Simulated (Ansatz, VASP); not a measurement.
## NaF in VASP and in Ansatz

```
Na F
1.0
     0.00000    2.27628    2.27628
     2.27628    0.00000    2.27628
     2.27628    2.27628    0.00000
Na F
1 1
Direct
  0.00000 0.00000 0.00000
  0.50000 0.50000 0.50000
```

Change from the starting cell: volume scaled by 0.9405.

Alike in both runs: task single point; functional PBE; k mesh 10 × 10 × 10; occupations fermi-dirac, width 0.02 eV; no spin polarisation.

|  | VASP | Ansatz |
| --- | --- | --- |
| version | VASP 6.6.1 | Ansatz 0.2.0 |
| potentials or method | VASP PAW PBE potentials, release 64 (Na_pv, F), cutoff 520 eV | all-electron LAPW, scalar-relativistic |

|  | VASP | Ansatz | Ansatz less VASP |
| --- | --- | --- | --- |
| gap on the k mesh at the Fermi level (eV) | 6.60 | 6.61 | +0.011 |
| pressure (GPa) | 5.3 | 5.4 | +0.11 |

Ansatz ran all-electron here, so the differences hold the error of VASP's frozen core and of both bases.

A k mesh can miss the band edges.
